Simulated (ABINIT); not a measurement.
# PtS2 (P-3m1) in ABINIT: a series of runs

Runs on PtS2. Level: PBE. Tasks: band structure.

All numbers are computed with ABINIT 10.8.3 (patched build); they aren't measurements. Logs are shortened: lines on timing, memory, paths and dates and some standing lists are left out, and cuts for length are marked. The log counts tension as positive stress, the text compression.

**1. The structure**

Symmetry: P-3m1, No. 164, trigonal system. The conventional cell has a = 3.543 Å, b = 3.543 Å, c = 5.039 Å, α = 90.00°, β = 90.00°, γ = 120.00°. Around Pt (site symmetry -3m) lie 6 S at 2.34 Å. S (site symmetry 3m) is surrounded by 3 Pt at 2.34 Å.

**2. Band structure, PBE**

run.abi

```
ndtset 2

pp_dirpath "./"
pseudos "Pt.GGA_PBE-JTH.xml, S.GGA_PBE-JTH.xml"

acell 3*1.0
rprim
     6.6956776048     0.0000000000     0.0000000000
    -3.3478388024     5.7986269013     0.0000000000
     0.0000000000     0.0000000000     9.5219519968
ntypat 2
znucl 78 16
natom 3
typat 1 2 2
xcart
     0.0000000000     0.0000000000     0.0000000000
     1.7716000002     1.0228337368     3.8949924000
    -0.0000000002     2.0456674739     1.1438076000 Angstrom

ecut 20.0
pawecutdg 40.0
pawxcdev 0

ixc 11

occopt 3
tsmear 0.05 eV

nstep 100

iomode 3
prtwf 0
prteig 0
prtebands 0
enunit 1
prtden1 1
prtvha1 1
prtvclmb1 1
prtpot1 1

kptopt1 1
ngkpt1 9 9 5
nshiftk1 1
shiftk1 0.0 0.0 0.0
nband1 15
tolvrs1 1.0e-9

iscf2 -2
getden2 1
nband2 21
nbdbuf2 4
tolwfr2 1.0e-11
kptopt2 -7
ndivsm2 6
prteig2 1
kptbounds2
     0.0000000000     0.0000000000     0.0000000000
     0.5000000000     0.0000000000     0.0000000000
     0.3333333333     0.3333333333     0.0000000000
     0.0000000000     0.0000000000     0.0000000000
     0.0000000000     0.0000000000     0.5000000000
     0.5000000000     0.0000000000     0.5000000000
     0.3333333333     0.3333333333     0.5000000000
     0.0000000000     0.0000000000     0.5000000000
```

Potentials or basis: JTH PAW PBE v2.0.

Launch:

```sh
> abinit run.abi > log 2>&1
```

run.abo:

```text
.Version 10.8.3 of ABINIT
 DATASET    1 : space group P-3 m 1 (#164); Bravais hP (primitive hexag.)
================================================================================
 Values of the parameters that define the memory need for DATASET  1.
     intxc =       0    ionmov =       0      iscf =      17    lmnmax =      18
     lnmax =       6     mgfft =      40  mpssoang =       3    mqgrid =    3001
     natom =       3  nloc_mem =       2    nspden =       1   nspinor =       1
    nsppol =       1      nsym =      12    n1xccc =       1    ntypat =       2
    occopt =       3   xclevel =       2
       mpw =        1597          nfft =       36000          nkpt =          50
 PAW method is used; the additional fine FFT grid is defined by:
   mgfftf=        60    nfftf =     96000
================================================================================
================================================================================

 DATASET    2 : space group P-3 m 1 (#164); Bravais hP (primitive hexag.)
================================================================================
 Values of the parameters that define the memory need for DATASET  2.
     intxc =       0    ionmov =       0      iscf =      -2    lmnmax =      18
     lnmax =       6     mgfft =      40  mpssoang =       3    mqgrid =    3001
     natom =       3  nloc_mem =       2    nspden =       1   nspinor =       1
    nsppol =       1      nsym =      12    n1xccc =       1    ntypat =       2
    occopt =       3   xclevel =       2
       mpw =        1598          nfft =       36000          nkpt =          63
 PAW method is used; the additional fine FFT grid is defined by:
   mgfftf=        60    nfftf =     96000
================================================================================
================================================================================

--------------------------------------------------------------------------------
------------- Echo of variables that govern the present computation ------------
--------------------------------------------------------------------------------
 -outvars: echo values of preprocessed input variables --------
            acell      1.0000000000E+00  1.0000000000E+00  1.0000000000E+00 Bohr
              amu      1.95080000E+02  3.20660000E+01
             ecut      2.00000000E+01 Hartree
           enunit           1
           getden1          0
           getden2          1
             iscf1         17
             iscf2         -2
                       outvar_i_n : Printing only first  50 k-points.
              ixc          11
           jdtset        1    2
                       outvar_i_n : Printing only first  50 k-points.
           kptopt1          1
           kptopt2         -7
         kptrlatt        9    0    0      0    9    0      0    0    5
          kptrlen1     4.76097600E+01
[... 848 lines left out ...]

 Mean square residual over all n,k,spin=   67.836E-13; max=  99.829E-13
 reduced coordinates (array xred) for    3 atoms
       0.000000000000      0.000000000000      0.000000000000
       0.666666666667      0.333333333333      0.773000000184
       0.333333333333      0.666666666667      0.226999999816

 cartesian coordinates (angstrom) at end:
    1      0.00000000000000     0.00000000000000     0.00000000000000
    2      1.77159999880500     1.02283373620511     3.89499239830025
    3     -0.00000000000000     2.04566747241022     1.14380759830025
 length scales=  1.000000000000  1.000000000000  1.000000000000 bohr
              =  0.529177210544  0.529177210544  0.529177210544 angstroms
 Eigenvalues (   eV  ) for nkpt=  63  k points:
 kpt#   1, nband= 21, wtk=  1.00000, kpt=  0.0000  0.0000  0.0000 (reduced coord)
  -8.88711   -5.63245   -0.34926   -0.34926   -0.21881    2.70042    2.70042    4.89812
   5.58152    5.58152    6.61046    9.12142    9.12142   11.47841   12.42758   14.56570
  14.56570   18.64005   19.25270   19.25794   20.16968
 kpt#   2, nband= 21, wtk=  1.00000, kpt=  0.0500  0.0000  0.0000 (reduced coord)
  -8.85320   -5.65525   -0.32576   -0.31997   -0.18543    2.65368    2.67250    4.78388
   5.58012    5.58674    6.63606    8.94740    9.09035   11.68980   12.56238   14.47480
  14.67540   18.45561   18.97576   18.99101   19.65603
 kpt#   3, nband= 21, wtk=  1.00000, kpt=  0.1000  0.0000  0.0000 (reduced coord)
  -8.75273   -5.72036   -0.25703   -0.23837   -0.08349    2.50933    2.59799    4.49915
   5.55898    5.58657    6.68056    8.58698    9.01934   12.13869   12.92397   14.29798
  14.98273   17.80549   18.43664   18.55788   19.16594
 kpt#   4, nband= 21, wtk=  1.00000, kpt=  0.1500  0.0000  0.0000 (reduced coord)
  -8.58949   -5.81905   -0.14882   -0.12065    0.09004    2.25652    2.50049    4.15872
   5.49833    5.54258    6.64139    8.28222    8.95819   12.48734   13.36767   14.34806
  15.42075   17.06326   17.88298   17.88560   19.11142
 kpt#   5, nband= 21, wtk=  1.00000, kpt=  0.2000  0.0000  0.0000 (reduced coord)
[... 221 lines left out ...]
   4.81087    5.54591    6.48214    8.40028    9.02042   13.07711   13.37887   14.91733
  15.05499   15.73003   17.62338   18.34291   18.94613
 kpt#  61, nband= 21, wtk=  1.00000, kpt=  0.0556  0.0556  0.5000 (reduced coord)
  -8.48464   -6.35052   -0.35010   -0.24626    1.12395    2.50728    2.55089    4.51567
   4.62700    5.47773    6.34662    8.93570    9.30463   12.66230   13.60628   14.67412
  14.68073   15.84410   17.76081   18.18434   19.02356
 kpt#  62, nband= 21, wtk=  1.00000, kpt=  0.0278  0.0278  0.5000 (reduced coord)
  -8.57723   -6.33104   -0.33574   -0.30777    1.06848    2.63170    2.64730    4.30929
   5.07244    5.41721    6.04933    9.39611    9.51581   12.31206   13.85656   14.35894
  14.39371   16.14664   17.81379   17.95157   18.98637
 kpt#  63, nband= 21, wtk=  1.00000, kpt=  0.0000  0.0000  0.5000 (reduced coord)
  -8.60849   -6.32440   -0.32898   -0.32898    1.04879    2.67771    2.67771    4.23508
   5.39326    5.39326    5.77806    9.59215    9.59215   12.15951   14.01857   14.23525
  14.23525   16.30202   17.82451   17.82451   18.93757

== END DATASET(S) ==============================================================
================================================================================

 -outvars: echo values of variables after computation  --------
            acell      1.0000000000E+00  1.0000000000E+00  1.0000000000E+00 Bohr
           etotal1    -4.7700322334E+01
            fcart1    -2.6809785676E-29 -1.5478636977E-29 -0.0000000000E+00
                       5.3619571353E-29 -6.1914547909E-29 -2.6582181988E-02
                      -2.6809785676E-29  7.7393184886E-29  2.6582181988E-02
            rprim      6.6956776048E+00  0.0000000000E+00  0.0000000000E+00
                      -3.3478388024E+00  5.7986269013E+00  0.0000000000E+00
                       0.0000000000E+00  0.0000000000E+00  9.5219519968E+00
           strten1    -4.4360321313E-04 -4.4360321311E-04 -3.7046526883E-04
                       0.0000000000E+00  0.0000000000E+00  0.0000000000E+00
           xangst      0.0000000000E+00  0.0000000000E+00  0.0000000000E+00
                       1.7715999988E+00  1.0228337362E+00  3.8949923983E+00
                      -6.5562370303E-17  2.0456674724E+00  1.1438075983E+00
             xred      0.0000000000E+00  0.0000000000E+00  0.0000000000E+00
                       6.6666666667E-01  3.3333333333E-01  7.7300000018E-01
                       3.3333333333E-01  6.6666666667E-01  2.2699999982E-01
 Calculation completed.
```

It took 2 min on 1 thread of Arm Neoverse V1, shared host; peak memory 0.15 GiB.

Results:

```yaml
Free_energy: -1297.9919 eV
Pressure: 12.3 GPa
Largest_force: 1.367 eV/Å
Band_gap_on_the_k_mesh: 0.98 eV, indirect (least direct gap 1.03 eV)
Band_gap_along_the_path: 0.98 eV, indirect (least direct gap 1.55 eV)
Valence_electrons_inside_the_program's_atomic_spheres: Pt 8.89; S 3.58
```

Forces on the atoms (eV/Å):
```
Pt   0.000  0.000  0.000
S    0.000  0.000 -1.367
S    0.000  0.000  1.367
```

Levels at the corners of the path, in eV from the valence-band top:
```csv
point,band 9,band 10,band 11,band 12,band 13,band 14
Γ,-1.11,-1.11,-0.08,2.43,2.43,4.79
M,-3.24,-2.98,-2.35,1.75,2.81,5.49
K,-2.68,-1.50,-1.50,1.02,1.02,5.67
Γ,-1.11,-1.11,-0.08,2.43,2.43,4.79
A,-1.30,-1.30,-0.91,2.90,2.90,5.47
L,-3.08,-2.73,-1.35,2.07,2.33,5.36
H,-3.55,-1.89,-1.89,2.21,2.21,7.23
A,-1.30,-1.30,-0.91,2.90,2.90,5.47
```

Caveat: spin-orbit coupling is left out, which moves the levels of the heavy elements; forces of over 1 eV/Å show positions far from the minimum, so gaps and moduli don't describe the material at rest.

**3. Band structure, PBE, spin-orbit coupling, no magnetisation**

Changes to run.abi since step 2:

```diff
@@ -28,2 +28,6 @@
 
+nspinor 2
+nspden 1
+pawspnorb 1
+
 nstep 100
@@ -40,3 +44,3 @@
 
-kptopt1 1
+kptopt1 4
 ngkpt1 9 9 5
@@ -44,3 +48,3 @@
 shiftk1 0.0 0.0 0.0
-nband1 15
+nband1 30
 tolvrs1 1.0e-9
@@ -49,4 +53,4 @@
 getden2 1
-nband2 21
-nbdbuf2 4
+nband2 42
+nbdbuf2 8
 tolwfr2 1.0e-11
```

Potentials or basis: JTH PAW PBE v2.0.

Launch:

```sh
> abinit run.abi > log 2>&1
```

run.abo:

```text
.Version 10.8.3 of ABINIT
 DATASET    1 : space group P3 2 1 (#150); Bravais hP (primitive hexag.)
================================================================================
 Values of the parameters that define the memory need for DATASET  1.
     intxc =       0    ionmov =       0      iscf =      17    lmnmax =      18
     lnmax =       6     mgfft =      40  mpssoang =       3    mqgrid =    3001
     natom =       3  nloc_mem =       2    nspden =       1   nspinor =       2
    nsppol =       1      nsym =       6    n1xccc =       1    ntypat =       2
    occopt =       3   xclevel =       2
       mpw =        1597          nfft =       36000          nkpt =          77
 PAW method is used; the additional fine FFT grid is defined by:
   mgfftf=        60    nfftf =     96000
================================================================================
================================================================================

 DATASET    2 : space group P3 2 1 (#150); Bravais hP (primitive hexag.)
[... 1725 lines left out ...]

== END DATASET(S) ==============================================================
================================================================================

 -outvars: echo values of variables after computation  --------
            acell      1.0000000000E+00  1.0000000000E+00  1.0000000000E+00 Bohr
           etotal1    -4.7716407580E+01
            fcart1     5.0268348143E-30  1.0641562922E-29 -0.0000000000E+00
                       2.5134174072E-30  9.1904407052E-30 -2.6854167646E-02
                      -7.5402522215E-30 -1.9832003627E-29  2.6854167646E-02
            rprim      6.6956776048E+00  0.0000000000E+00  0.0000000000E+00
                      -3.3478388024E+00  5.7986269013E+00  0.0000000000E+00
                       0.0000000000E+00  0.0000000000E+00  9.5219519968E+00
           strten1    -4.3874140854E-04 -4.3874140853E-04 -3.7483623364E-04
                       0.0000000000E+00  0.0000000000E+00  0.0000000000E+00
           xangst      0.0000000000E+00  0.0000000000E+00  0.0000000000E+00
                       1.7715999988E+00  1.0228337362E+00  3.8949923983E+00
                      -6.5562370303E-17  2.0456674724E+00  1.1438075983E+00
             xred      0.0000000000E+00  0.0000000000E+00  0.0000000000E+00
                       6.6666666667E-01  3.3333333333E-01  7.7300000018E-01
                       3.3333333333E-01  6.6666666667E-01  2.2699999982E-01
 Calculation completed.
```

Run time: 13 min. Hardware: 1 thread of Arm Neoverse V1, shared host; peak memory 0.26 GiB.

Results:

| Item | Value |
| --- | --- |
| Free energy | -1298.4296 eV |
| Pressure | 12.3 GPa |
| Largest force | 1.381 eV/Å |
| Band gap on the k mesh | 0.94 eV, indirect (least direct gap 1.06 eV) |
| Band gap along the path | 0.96 eV, indirect (least direct gap 1.57 eV) |
| Valence electrons inside the program's atomic spheres | Pt 8.89; S 3.58 |

Forces in eV/Å, atoms in the order of the input:
```
Pt   0.000  0.000  0.000
S    0.000  0.000 -1.381
S    0.000  0.000  1.381
```

Levels at the corners of the path, in eV from the valence-band top:
```
point  band 20  band 21  band 22  band 23  band 24  band 25
    Γ    -1.00    -0.09    -0.09     2.27     2.27     2.59
    M    -2.97    -2.22    -2.22     1.76     1.76     2.82
    K    -1.60    -1.42    -1.42     0.96     0.96     1.14
    Γ    -1.00    -0.09    -0.09     2.27     2.27     2.59
    A    -1.20    -0.90    -0.90     2.74     2.74     3.06
    L    -2.51    -1.36    -1.36     2.02     2.02     2.39
    H    -1.92    -1.79    -1.79     2.22     2.22     2.23
    A    -1.20    -0.90    -0.90     2.74     2.74     3.06
```

Caveat: forces of over 1 eV/Å show positions far from the minimum, so gaps and moduli don't describe the material at rest. A hybrid or GW would open this gap; PBE tends to underestimate it.
